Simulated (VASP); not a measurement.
# Al (Fm-3m) in VASP: notebook

One crystal, Al, is run at these levels: PBE; tasks: relaxation of cell and atoms, single point.

Program: VASP 6.6.1. These are calculated values, not measurements. Logs are shortened: lines on timing, memory, paths and dates and some standing lists are left out, and cuts for length are marked.

**1. Starting point**

Symmetry: Fm-3m, No. 225, cubic system. Conventional cell: a = 4.050 Å, b = 4.050 Å, c = 4.050 Å, α = 90.00°, β = 90.00°, γ = 90.00°. Al (site symmetry m-3m) has 12 Al at 2.86 Å as nearest neighbours.

**2. Relaxation of cell and atoms, PBE**

INCAR

```
PREC     = Accurate       # precision mode
ENCUT    = 520            # plane-wave cutoff, eV
EDIFF    = 1E-7           # SCF threshold, eV
ISMEAR   = 0              # smearing method
SIGMA    = 0.1            # smearing width, eV
LREAL    = False          # projectors in reciprocal space
LASPH    = True           # aspherical terms in the spheres
NELM     = 60             # most SCF steps
ALGO     = Normal         # electronic algorithm
ISIF     = 3              # what is computed and relaxed
LWAVE    = False          # write WAVECAR
LCHARG   = False          # write CHGCAR
GGA      = PE             # functional
IBRION   = 2              # ionic algorithm
NSW      = 80             # ionic steps
EDIFFG   = -0.002         # ionic threshold
```

KPOINTS

```
Automatic mesh
0
Gamma
  6 6 6
```

POSCAR

```
Al
1.0
    0.0000000000      2.0248050000      2.0248050000
    2.0248050000      0.0000000000      2.0248050000
    2.0248050000      2.0248050000      0.0000000000
Al
1
Direct
    0.0000000000      0.0000000000      0.0000000000
```

Potentials or basis: VASP PAW PBE potentials, release 64 (Al).

Command:

```bash
$ cat potpaw_PBE.64/Al/POTCAR > POTCAR
$ mpirun -np 1 vasp_std > vasp.out
```

OUTCAR:

```text
PREC = Accurate
   ENCUT = 520
   EDIFF = 1E-7
   ISMEAR = 0
   LREAL = False
   LASPH = True
   NELM = 60
   ISIF = 3
   GGA = PE
   IBRION = 2
   NSW = 80
   EDIFFG = -0.002

 ion  position               nearest neighbor table
   1  0.000  0.000  0.000-

  LATTYP: Found a face centered cubic cell.
 ALAT       =     4.0496100000

  Lattice vectors:

 A1 = (   0.0000000000,   2.0248050000,   2.0248050000)
 A2 = (   2.0248050000,   0.0000000000,   2.0248050000)
 A3 = (   2.0248050000,   2.0248050000,   0.0000000000)

Analysis of symmetry for initial positions (statically):
=====================================================================
 Subroutine PRICEL returns:
 Original cell was already a primitive cell.

 Routine SETGRP: Setting up the symmetry group for a
 face centered cubic supercell.

 Subroutine GETGRP returns: Found 48 space group operations
 (whereof 48 operations were pure point group operations)
 out of a pool of 48 trial point group operations.

The static configuration has the point symmetry O_h .

Analysis of symmetry for dynamics (positions and initial velocities):
=====================================================================
 Subroutine PRICEL returns:
 Original cell was already a primitive cell.

 Routine SETGRP: Setting up the symmetry group for a
 face centered cubic supercell.

 Subroutine GETGRP returns: Found 48 space group operations
 (whereof 48 operations were pure point group operations)
 out of a pool of 48 trial point group operations.

The dynamic configuration has the point symmetry O_h .

 Subroutine INISYM returns: Found 48 space group operations
 (whereof 48 operations are pure point group operations),
 and found     1 'primitive' translations

----------------------------------------------------------------------------------------

                                     Primitive cell

  volume of cell :      16.6027

  direct lattice vectors                    reciprocal lattice vectors
     0.000000000  2.024805000  2.024805000    -0.246937359  0.246937359  0.246937359
     2.024805000  0.000000000  2.024805000     0.246937359 -0.246937359  0.246937359
     2.024805000  2.024805000  0.000000000     0.246937359  0.246937359 -0.246937359

  length of vectors
     2.863506692  2.863506692  2.863506692     0.427708053  0.427708053  0.427708053

  position of ions in fractional coordinates (direct lattice)
     0.000000000  0.000000000  0.000000000

  ion indices of the primitive-cell ions
   primitive index   ion index
                 1           1

----------------------------------------------------------------------------------------

 KPOINTS: Automatic mesh

Automatic generation of k-mesh.
 Grid dimensions read from file:
 generate k-points for:    6    6    6

 Generating k-lattice:

  Cartesian coordinates                     Fractional coordinates (reciprocal lattice)
    -0.041156227  0.041156227  0.041156227     0.166666667  0.000000000  0.000000000
     0.041156227 -0.041156227  0.041156227     0.000000000  0.166666667  0.000000000
     0.041156227  0.041156227 -0.041156227     0.000000000  0.000000000  0.166666667

  Length of vectors
     0.071284675  0.071284675  0.071284675

  Shift w.r.t. Gamma in fractional coordinates (k-lattice)
[... 36 lines left out ...]
   ICHARG =      2    charge: 1-file 2-atom 10-const
   ISPIN  =      1    spin polarized calculation?
   LNONCOLLINEAR =      F non collinear calculations
   LSORBIT =      F    spin-orbit coupling
   LASPH  =      T    aspherical Exc in radial PAW
   ENCUT  =  520.0 eV  38.22 Ry    6.18 a.u.   5.32  5.32  5.32*2*pi/ulx,y,z
   NELM   =     60;   NELMIN=  2; NELMDL= -5     # of ELM steps
   EDIFF  = 0.1E-06   stopping-criterion for ELM
   LREAL  =      F    real-space projection
   EDIFFG = -.2E-02   stopping-criterion for IOM
   NSW    =     80    number of steps for IOM
   IBRION =      2    ionic relax: 0-MD 1-quasi-New 2-CG
   NFREE  =      1    steps in history (QN), initial steepest desc. (CG)
   ISIF   =      3    stress and relaxation
   ISYM   =      2    0-nonsym 1-usesym 2-fastsym
   POTIM  = 0.5000    time-step for ionic-motion
   TEBEG  =    0.0;   TEEND  =   0.0 temperature during run
   PSTRESS=    0.0 pullay stress
   NELECT =       3.0000    total number of electrons
   NUPDOWN=      -1.0000    fix difference up-down
   EMIN   =  10.00;   EMAX   =-10.00  energy-range for DOS
   EFERMI =   0.00;   METHOD = LEGACY
   ISMEAR =     0;   SIGMA  =   0.10  broadening in eV -4-tet -1-fermi 0-gaus
   EFERMI_NEDOS =   21; number of points for ismear=-14 and -15
   IALGO  =     38    algorithm
   IMIX   =      4    mixing-type and parameters
     AMIX     =   0.40;   BMIX     =  1.00
     AMIX_MAG =   1.60;   BMIX_MAG =  1.00
  volume/ion in A,a.u.               =      16.60       112.04
  Fermi-wavevector in a.u.,A,eV,Ry     =   0.925526  1.748991 11.654733  0.856599
  Thomas-Fermi vector in A             =   2.051390
   LORBIT       =      0    0 simple, 1 ext, 2 COOP (PROOUT), +10 PAW based schemes
   GGA     = PE    functional components
   LHFCALC =     F    Hartree Fock is set to
   AEXX    =    0.0000 exact exchange contribution
   IVDW    =     0    specifies the selected vdW correction
   LEPSILON=     F    determine dielectric tensor
   LRPA    =     F    only Hartree local field effects (RPA)
 conjugate gradient relaxation of ions
 non-spin polarized calculation
 Gauss-broadening in eV      SIGMA  =   0.10
  energy-cutoff  :      520.00
  volume of cell :       16.60
 maximum number of plane-waves:       459
 NGX is ok and might be reduce to    24
   NGX = 11   NGY = 11   NGZ = 11

--------------------------------------- Ionic step        1  -------------------------------------------

 number of electron       3.0000000 magnetization

 Free energy of the ion-electron system (eV)
  ---------------------------------------------------
  ext. energy  EPLUGINS =         0.00000000
  ---------------------------------------------------
  free energy    TOTEN  =        -3.81263586 eV

  energy without entropy =       -3.80921026  energy(sigma->0) =       -3.81092306

------------------------ aborting loop because EDIFF is reached ----------------------------------------

  FORCE on cell =-STRESS in cart. coord.  units (eV):
  Direction    XX          YY          ZZ          XY          YZ          ZX
  --------------------------------------------------------------------------------------
  -------------------------------------------------------------------------------------
  Total       -0.0035702     -0.0035702     -0.0035702      0.0000000      0.0000000     -0.0000000
  in kB       -0.3445270     -0.3445270     -0.3445270      0.0000000      0.0000000     -0.0000000
  external PRESSURE =      -0.3445270 kB  Pullay stress =       0.0000000 kB

 VOLUME and BASIS-vectors are now :
 -----------------------------------------------------------------------------
  energy-cutoff  :      520.00
  volume of cell :       16.60
      direct lattice vectors                 reciprocal lattice vectors
     0.000000000  2.024805000  2.024805000    -0.246937359  0.246937359  0.246937359
     2.024805000  0.000000000  2.024805000     0.246937359 -0.246937359  0.246937359
     2.024805000  2.024805000  0.000000000     0.246937359  0.246937359 -0.246937359

 POSITION                                       TOTAL-FORCE (eV/Angst)
 -----------------------------------------------------------------------------------
      0.00000      0.00000      0.00000         0.000000      0.000000     -0.000000
 -----------------------------------------------------------------------------------
    total drift:                                0.000000      0.000000      0.000000

  FREE ENERGIE OF THE ION-ELECTRON SYSTEM (eV)
  ---------------------------------------------------
  free  energy   TOTEN  =        -3.8126358566 eV

  energy  without entropy=       -3.8092102582  energy(sigma->0) =       -3.81092306

--------------------------------------- Ionic step        2  -------------------------------------------

 number of electron       3.0000000 magnetization

 Free energy of the ion-electron system (eV)
  ---------------------------------------------------
  ext. energy  EPLUGINS =         0.00000000
  ---------------------------------------------------
  free energy    TOTEN  =        -3.81263674 eV

  energy without entropy =       -3.80920577  energy(sigma->0) =       -3.81092125

 E-fermi :   8.3062     XC(G=0): -10.1764

 val. band max:        7.2904459301   @ k =  -0.3333   0.5000   0.1667
 cond. band min:       8.3253589743   @ k =  -0.3333   0.3333   0.0000
 fundamental gap:      1.0349130442
 Fermi energy:         8.3061521250

 k-point     1 :       0.0000    0.0000    0.0000
  band No.  band energies     occupation
      1      -3.1550      2.00000
      2      20.5273      0.00000
      3      20.5273      0.00000
      4      20.5273      0.00000
      5      21.9780      0.00000
[... 113 lines left out ...]
 k-point    16 :      -0.3333    0.5000    0.1667
  band No.  band energies     occupation
      1       5.9492      2.00000
      2       7.2904      2.00000
      3       8.7165      0.00000
      4      10.2733      0.00000
      5      19.8314      0.00000

------------------------ aborting loop because EDIFF is reached ----------------------------------------

  FORCE on cell =-STRESS in cart. coord.  units (eV):
  Direction    XX          YY          ZZ          XY          YZ          ZX
  --------------------------------------------------------------------------------------
  -------------------------------------------------------------------------------------
  Total        0.0002153      0.0002153      0.0002153     -0.0000000     -0.0000000      0.0000000
  in kB        0.0207901      0.0207901      0.0207901     -0.0000000     -0.0000000      0.0000000
  external PRESSURE =       0.0207901 kB  Pullay stress =       0.0000000 kB

 VOLUME and BASIS-vectors are now :
 -----------------------------------------------------------------------------
  energy-cutoff  :      520.00
  volume of cell :       16.59
      direct lattice vectors                 reciprocal lattice vectors
     0.000000000  2.024456256  2.024456256    -0.246979898  0.246979898  0.246979898
     2.024456256  0.000000000  2.024456256     0.246979898 -0.246979898  0.246979898
     2.024456256  2.024456256 -0.000000000     0.246979898  0.246979898 -0.246979898

 POSITION                                       TOTAL-FORCE (eV/Angst)
 -----------------------------------------------------------------------------------
      2.02446      2.02446      4.04891         0.000000     -0.000000     -0.000000
 -----------------------------------------------------------------------------------
    total drift:                                0.000000      0.000000      0.000000

  FREE ENERGIE OF THE ION-ELECTRON SYSTEM (eV)
  ---------------------------------------------------
  free  energy   TOTEN  =        -3.8126367368 eV

  energy  without entropy=       -3.8092057675  energy(sigma->0) =       -3.81092125

 reached required accuracy - stopping structural energy minimisation
```

It took 1.7 s on 1 thread of Intel Xeon Platinum 8488C (Sapphire Rapids), shared host; peak memory 0.12 GiB.

What came out:

- Free energy: -3.8126 eV
- Relaxed volume: 16.59 Å³/atom
- Relaxed cell: a = 2.863 Å, b = 2.863 Å, c = 2.863 Å, α = 60.00°, β = 60.00°, γ = 60.00°
- Space group after relaxing (to 0.05 Å): Fm-3m (No. 225)
- Energy gained by relaxing: 0.0 meV/atom
- Ionic steps: 2
- Pressure after relaxing: 0.0 GPa
- Band gap on the k mesh: none (metal or under the smearing width)

Final structure:
```cif
data_structure
_symmetry_space_group_name_H-M 'P 1'
_symmetry_Int_Tables_number 1
_cell_length_a 2.8630
_cell_length_b 2.8630
_cell_length_c 2.8630
_cell_angle_alpha 60.000
_cell_angle_beta 60.000
_cell_angle_gamma 60.000
_cell_volume 16.59
loop_
_atom_site_label
_atom_site_type_symbol
_atom_site_fract_x
_atom_site_fract_y
_atom_site_fract_z
_atom_site_occupancy
Al1 Al 0.00000 0.00000 0.00000 1
```

Levels at points of the mesh, in eV from the Fermi level:
```
           k point  band 1  band 2  band 3  band 4  band 5
(0.00, 0.00, 0.00)  -11.46   12.22   12.22   12.22   13.67
(0.50, 0.00, 0.00)   -4.94   -4.74   10.98   10.98   11.07
(0.50, 0.50, 0.00)   -3.28   -1.96    4.89    5.20    5.20
```

Caveat: the k mesh is coarse (spacing up to 0.45 Å⁻¹), so the values aren't converged.

[end of part 1 of 2]
